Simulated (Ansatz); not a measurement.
# BeTe (F-43m) in Ansatz: notebook

One crystal, BeTe, is run at these levels: r2SCAN; tasks: single point, equation of state.

Program: Ansatz 0.2.0. These are calculated values, not measurements. Logs are shortened: lines on timing, memory, paths and dates and some standing lists are left out, and cuts for length are marked.

**1. The structure**

The structure is cubic, space group F-43m (No. 216). The conventional cell has a = 5.540 Å, b = 5.540 Å, c = 5.540 Å, α = 90.00°, β = 90.00°, γ = 90.00°. Te (site symmetry -43m) is surrounded by 4 Be at 2.40 Å. Around Be (site symmetry -43m) lie 4 Te at 2.40 Å.

**2. Single point, r2SCAN, 19.98 Å³/atom (volume scaled by 0.94)**

input.yaml reads:

```yaml
crystal:
  lattice:
    - [0.0, 2.7134535211, 2.7134535211]
    - [2.7134535211, 0.0, 2.7134535211]
    - [2.7134535211, 2.7134535211, 0.0]
  atoms:
    - { symbol: Te, position: [0.75, 0.75, 0.75] }
    - { symbol: Be, position: [0.0, 0.0, 0.0] }
hamiltonian:
  xc: r2scan
  pseudopotentials: { kind: paw }
kpoints:
  mp_grid: { grid: [8, 8, 8] }
scf:
  occupations: { method: fermi_dirac, width: 0.05 }
output:
  forces: true
  stress: true
  eigenvalues: true
```

Potentials or basis: Ansatz PAW.

On the command line:

```bash
> ansatz run input.yaml --threads 2 --pin off --max-ram 5632MiB --backend cpu --events-out ev --progress --plain --runs-dir out
```

The program printed:

```text
Warning: RAYON_NUM_THREADS=2 ignored (pool sized by the plan → 2); use --threads N
Engine: ansatz 0.2.0, x86_64-unknown-linux-gnu
Pseudopotentials: kind: paw
Pseudopotential: Te, paw, valence charge 16, recommended cutoff 500 eV (meta_gga), Te.paw.azcp
Pseudopotential: Be, paw, valence charge 2, recommended cutoff 500 eV (meta_gga), Be.paw.azcp
Functional definition: r2SCAN
  parameter k0 = 0.174
  parameter k1 = 0.065
  parameter a1 = 4.9479
  exchange = r2scan_x(k0 = k0, k1 = k1, a1 = a1)
  correlation = r2scan_c
Crystal: 2 atoms, lattice volume = 39.957 Å³
Basis set: ecut = 500 eV, 965 PW (Γ), exchange–correlation on 120×120×120 points (64 copies of the dense FFT grid, shifted against one another)
Bands: 13, of which v1, the nominal top of the filled ones, is band 9 counted from 1 (8 counted from 0)
Symmetry: 24 space group operations
Space group: F-43m (ITA 216), of the structure as read, at distance tolerance 3.4e-5 Å
k-points: 29 of 512 (time reversal used)
Non-local potential: Te, projectors of the file, l = 0: 2, l = 1: 2, l = 2: 2, l = 3: 2
Non-local potential: Be, projectors of the file, l = 0: 2, l = 1: 2, l = 2: 1
PAW form: soft (Blöchl's): semilocal exchange-correlation on the pseudo side does not see the compensation charge
PAW frozen core: Te, regenerated for the run's functional (the file was generated under x = pbe(κ = 0.804, μ = 0.2195149727645171), c = pbe(β = 0.06672455060314922))
PAW frozen core: Be, regenerated for the run's functional (the file was generated under x = pbe(κ = 0.804, μ = 0.2195149727645171), c = pbe(β = 0.06672455060314922))
PAW one-centre angular grid: Te, 590 points (default); XC on 160 Gauss nodes
PAW one-centre angular grid: Be, 302 points (default); XC on 255 of its mesh's 2635 points in the sphere
Initial density: superposition of atomic densities (neutral atoms: chi_scale 0, normalization atom), corrected by the library's trained network
Initial wavefunctions: pseudopotential atomic-orbital guess
Functional: x = r2scan, c = r2scan; τ floored in thin density (d = 2e-4 eV/Å³)
SCF iter   1: F=—  HF=-7088.908441 eV  |F-HF|=—  |Δ(HF+E_count)|=         —  Δρ=3.58e-3  dr2=7.45e-3  dr2_τ=2.37e-2  ethr=1.77e-3  ⟨swp⟩=5.7  Hψ=2335  notcnv=0
preconditioner: auto → none  [insulator: Δε(μ)=1.977 eV  Ē_g=11.625 eV  σ=0.050 eV  W_gap=1.00  n_scr=14 (ndim 8)  ℏωp=16.6 eV  f_vac=0.005  D(μ)=0.00/eV (n_scr^D=0)  ε∞_Penn≈3.0]
SCF iter   2: F=—  HF=-7088.947615 eV  |F-HF|=—  |Δ(HF+E_count)|=   3.92e-2  Δρ=1.80e-3  dr2=9.22e-4  dr2_τ=2.27e-5  ethr=4.14e-5  ⟨swp⟩=2.0  Hψ=841  notcnv=0
SCF iter   3: F=—  HF=-7088.948183 eV  |F-HF|=—  |Δ(HF+E_count)|=   5.68e-4  Δρ=6.31e-4  dr2=1.05e-4  dr2_τ=4.20e-6  ethr=5.12e-6  ⟨swp⟩=2.0  Hψ=638  notcnv=0
SCF iter   4: F=—  HF=-7088.948239 eV  |F-HF|=—  |Δ(HF+E_count)|=   5.67e-5  Δρ=1.68e-4  dr2=4.30e-6  dr2_τ=1.86e-7  ethr=5.82e-7  ⟨swp⟩=2.0  Hψ=493  notcnv=0
SCF iter   5: F=—  HF=-7088.948242 eV  |F-HF|=—  |Δ(HF+E_count)|=   2.19e-6  Δρ=3.24e-5  dr2=2.24e-7  dr2_τ=5.01e-9  ethr=2.39e-8  ⟨swp⟩=2.0  Hψ=493  notcnv=0
SCF iter   6: F=-7088.948242 eV  HF=-7088.948242 eV  |F-HF|=7.29e-9  |Δ(HF+E_count)|=   4.23e-7  Δρ=4.00e-6  dr2=4.14e-9  dr2_τ=6.02e-11  ethr=5.56e-10  ⟨swp⟩=6.4  Hψ=1730  notcnv=0
SCF 1 converged in 6 iterations: F = -7088.948242 eV  dr2 = 4.14e-9
SCF converged after 6 iterations
Free energy (F): -7088.948242 eV
Harris-Foulkes:  -7088.948242 eV  (|F-HF|=7.29e-9)
Internal energy: -7088.948242 eV  (E = F + TS)
E sigma→0 (E₀):  -7088.948242 eV
Fermi energy:    9.877673 eV
--- Per-component energies (eV) ---
  E_band       = -257.882135
  E_kinetic    = 202.817193
  E_local      = -1274.287124  (includes V_loc(G=0)·N_el)
  E_nonlocal   = -305.018136
  E_hartree    = 820.170169
  E_xc         = -134.985191
  E_vxc        = -134.963995  (∫ρ·V_xc dr)
  E_paw        = -4748.327585  (= ΣΔE_a)
  E_vpaw       = -394.376484  (= ΣTr[D̂ρ^β])
  E_aug_tail   = -0.000045  (compensation charges beyond the density's cutoff)
  E_vtau       = 7.606166  (kinetic-family band-sum trace: ∫τ·v_τ [+ j·A + Jᵃ·Aᵃ] dr)
  E_ewald      = -1649.590351
  E_core_change = 0.272828  (= ΣΔE_core)
  E_smearing   = -0.000000  (= −TS)
  E_closure    = -0.000000  (closes the sum)
  Σ components = -7088.948242   (vs F -7088.948242, Δ=0.00e0)
--- Forces (eV/Å), atoms counted from 1 ---
  atom   1  Te    -0.00000000     0.00000000     0.00000000
  atom   2  Be    -0.00000000     0.00000000     0.00000000
  max |Σ_I F_I| component: 3.22e-16 eV/Å
--- Stress (GPa, compression-positive) ---
        9.443426      -0.000000       0.000000
        0.000000       9.443426       0.000000
       -0.000000       0.000000       9.443426
  P = ⅓ Tr σ = 9.4434 GPa (94.434 kbar)
--- Band table (eV; the first three rows and the last of 29) ---
  k-point 0: bands = ["-28.4605", "-28.4605", "-28.4605", "-28.4333", "-28.4333", "-4.7696", "8.8560", "8.8560", "8.8560", "12.7479", "12.7479", "12.7480", "14.2643"]
  k-point 1: bands = ["-28.4599", "-28.4596", "-28.4596", "-28.4333", "-28.4333", "-4.5867", "7.3623", "8.5609", "8.5609", "13.0019", "13.1691", "13.1691", "15.3728"]
  k-point 2: bands = ["-28.4586", "-28.4575", "-28.4575", "-28.4328", "-28.4328", "-4.0737", "5.0165", "8.0244", "8.0244", "12.9092", "13.7773", "13.7773", "17.1359"]
  k-point 28: bands = ["-28.4562", "-28.4550", "-28.4480", "-28.4349", "-28.4305", "-2.3065", "3.5148", "4.3814", "4.9630", "14.6046", "14.8442", "15.3082", "15.9653"]
```

Wall time 10 s (2 threads of Intel Xeon at 2.50GHz (Skylake/Cascade Lake), shared host); peak memory 0.44 GiB.

Results:

```
Free energy            : -7088.9482 eV
Pressure               : 9.4 GPa
Band gap on the k mesh : 2.04 eV, indirect (least direct gap 3.89 eV)
```

Caveat: spin-orbit coupling is left out, which moves the levels of the heavy elements; the PAW data sets come from PBE, with cores solved anew for the run's functional, which leaves a small shift of forces and pressure.

**3. Single point, r2SCAN, 20.40 Å³/atom (volume scaled by 0.96)**

Edit input.yaml of step 2 so:

```diff
@@ -2,5 +2,5 @@
   lattice:
-    - [0.0, 2.7134535211, 2.7134535211]
-    - [2.7134535211, 0.0, 2.7134535211]
-    - [2.7134535211, 2.7134535211, 0.0]
+    - [0.0, 2.7325629784, 2.7325629784]
+    - [2.7325629784, 0.0, 2.7325629784]
+    - [2.7325629784, 2.7325629784, 0.0]
   atoms:
```

Potentials or basis: Ansatz PAW.

On the command line:

```bash
> ansatz run input.yaml --threads 2 --pin off --max-ram 5632MiB --backend cpu --events-out ev --progress --plain --runs-dir out
```

Run time: 6.5 s. Hardware: 2 threads of Intel Xeon at 2.50GHz (Skylake/Cascade Lake), shared host; peak memory 0.45 GiB.

The run converged. Its results:

```yaml
Free_energy: -7088.9932 eV
Pressure: 7.5 GPa
Band_gap_on_the_k_mesh: 2.10 eV, indirect (least direct gap 3.92 eV)
```

Caveat: spin-orbit coupling is left out, which moves the levels of the heavy elements; the PAW data sets come from PBE, with cores solved anew for the run's functional, which leaves a small shift of forces and pressure.

**4. Single point, r2SCAN, 20.83 Å³/atom (volume scaled by 0.98)**

Edit input.yaml of step 3 so:

```diff
@@ -2,5 +2,5 @@
   lattice:
-    - [0.0, 2.7325629784, 2.7325629784]
-    - [2.7325629784, 0.0, 2.7325629784]
-    - [2.7325629784, 2.7325629784, 0.0]
+    - [0.0, 2.7514088358, 2.7514088358]
+    - [2.7514088358, 0.0, 2.7514088358]
+    - [2.7514088358, 2.7514088358, 0.0]
   atoms:
```

On the command line:

```bash
> ansatz run input.yaml --threads 2 --pin off --max-ram 5632MiB --backend cpu --events-out ev --progress --plain --runs-dir out
```

It took 5.5 s on 2 threads of Intel Xeon at 2.50GHz (Skylake/Cascade Lake), shared host; peak memory 0.45 GiB.

It converged, with:

* Free energy: -7089.0285 eV
* Pressure: 5.8 GPa
* Band gap on the k mesh: 2.16 eV, indirect (least direct gap 3.95 eV)

Caveat: spin-orbit coupling is left out, which moves the levels of the heavy elements; the PAW data sets come from PBE, with cores solved anew for the run's functional, which leaves a small shift of forces and pressure.

**5. Single point, r2SCAN, 21.25 Å³/atom**

Edit input.yaml of step 4 so:

```diff
@@ -2,5 +2,5 @@
   lattice:
-    - [0.0, 2.7514088358, 2.7514088358]
-    - [2.7514088358, 0.0, 2.7514088358]
-    - [2.7514088358, 2.7514088358, 0.0]
+    - [0.0, 2.77, 2.77]
+    - [2.77, 0.0, 2.77]
+    - [2.77, 2.77, 0.0]
   atoms:
```

On the command line:

```bash
> ansatz run input.yaml --threads 2 --pin off --max-ram 5632MiB --backend cpu --events-out ev --progress --plain --runs-dir out
```

It took 9.5 s on 2 threads of Intel Xeon at 2.50GHz (Skylake/Cascade Lake), shared host; peak memory 0.45 GiB.

The run converged. Its results:

* Free energy: -7089.0550 eV
* Pressure: 4.2 GPa
* Band gap on the k mesh: 2.22 eV, indirect (least direct gap 3.97 eV)

Caveat: spin-orbit coupling is left out, which moves the levels of the heavy elements; the PAW data sets come from PBE, with cores solved anew for the run's functional, which leaves a small shift of forces and pressure.

**6. Single point, r2SCAN, 21.68 Å³/atom (volume scaled by 1.02)**

Edit input.yaml of step 5 so:

```diff
@@ -2,5 +2,5 @@
   lattice:
-    - [0.0, 2.77, 2.77]
-    - [2.77, 0.0, 2.77]
-    - [2.77, 2.77, 0.0]
+    - [0.0, 2.7883449055, 2.7883449055]
+    - [2.7883449055, 0.0, 2.7883449055]
+    - [2.7883449055, 2.7883449055, 0.0]
   atoms:
@@ -19 +19,5 @@
   eigenvalues: true
+  write_density: true
+  write_potential: true
+  elf: true
+  volumetric_format: npy
```

Potentials or basis: Ansatz PAW.

On the command line:

```bash
> ansatz run input.yaml --threads 2 --pin off --max-ram 5632MiB --backend cpu --events-out ev --progress --plain --runs-dir out
```

Run time: 5.8 s. Hardware: 2 threads of Intel Xeon at 2.50GHz (Skylake/Cascade Lake), shared host; peak memory 0.46 GiB.

The run converged. Its results:

| Item | Value |
| --- | --- |
| Free energy | -7089.0735 eV |
| Pressure | 2.8 GPa |
| Band gap on the k mesh | 2.27 eV, indirect (least direct gap 4.00 eV) |

Caveat: spin-orbit coupling is left out, which moves the levels of the heavy elements; the PAW data sets come from PBE, with cores solved anew for the run's functional, which leaves a small shift of forces and pressure.

**7. Single point, r2SCAN, 22.10 Å³/atom (volume scaled by 1.04)**

input.yaml reads:

```yaml
crystal:
  lattice:
    - [0.0, 2.8064515486, 2.8064515486]
    - [2.8064515486, 0.0, 2.8064515486]
    - [2.8064515486, 2.8064515486, 0.0]
  atoms:
    - { symbol: Te, position: [0.75, 0.75, 0.75] }
    - { symbol: Be, position: [0.0, 0.0, 0.0] }
hamiltonian:
  xc: r2scan
  pseudopotentials: { kind: paw }
kpoints:
  mp_grid: { grid: [8, 8, 8] }
scf:
  occupations: { method: fermi_dirac, width: 0.05 }
output:
  forces: true
  stress: true
  eigenvalues: true
```

On the command line:

```bash
> ansatz run input.yaml --threads 2 --pin off --max-ram 5632MiB --backend cpu --events-out ev --progress --plain --runs-dir out
```

Run time: 6 s. Hardware: 2 threads of Intel Xeon at 2.50GHz (Skylake/Cascade Lake), shared host; peak memory 0.45 GiB.

The run converged. Its results:

- Free energy: -7089.0847 eV
- Pressure: 1.5 GPa
- Band gap on the k mesh: 2.32 eV, indirect (least direct gap 4.02 eV)

Caveat: spin-orbit coupling is left out, which moves the levels of the heavy elements; the PAW data sets come from PBE, with cores solved anew for the run's functional, which leaves a small shift of forces and pressure.

**8. Single point, r2SCAN, 22.53 Å³/atom (volume scaled by 1.06)**

Edit input.yaml of step 7 so:

```diff
@@ -2,5 +2,5 @@
   lattice:
-    - [0.0, 2.8064515486, 2.8064515486]
-    - [2.8064515486, 0.0, 2.8064515486]
-    - [2.8064515486, 2.8064515486, 0.0]
+    - [0.0, 2.8243275181, 2.8243275181]
+    - [2.8243275181, 0.0, 2.8243275181]
+    - [2.8243275181, 2.8243275181, 0.0]
   atoms:
```

On the command line:

```bash
> ansatz run input.yaml --threads 2 --pin off --max-ram 5632MiB --backend cpu --events-out ev --progress --plain --runs-dir out
```

Run time: 7.2 s. Hardware: 2 threads of Intel Xeon at 2.50GHz (Skylake/Cascade Lake), shared host; peak memory 0.44 GiB.

The run converged. Its results:

| Quantity | Value |
| --- | --- |
| Free energy | -7089.0892 eV |
| Pressure | 0.3 GPa |
| Band gap on the k mesh | 2.36 eV, indirect (least direct gap 4.04 eV) |

Caveat: spin-orbit coupling is left out, which moves the levels of the heavy elements; the PAW data sets come from PBE, with cores solved anew for the run's functional, which leaves a small shift of forces and pressure.

**9. Equation of state, r2SCAN**

Potentials or basis: Ansatz PAW.

No new run: the results of the series are fitted here.

Results:

- Equilibrium volume: 22.63 Å³/atom (rough: see the caveat)
- Bulk modulus: 59 GPa (rough)

Energy against volume, from the lowest point:
| volume (Å³/atom) | energy (meV/atom) |
| --- | --- |
| 19.979 | 70.49 |
| 20.404 | 48.01 |
| 20.829 | 30.37 |
| 21.254 | 17.12 |
| 21.679 | 7.88 |
| 22.104 | 2.28 |
| 22.529 | 0.00 |

Caveat: the minimum lies outside the volumes run; the PAW data sets were made with another functional, which shifts forces and pressure a little.
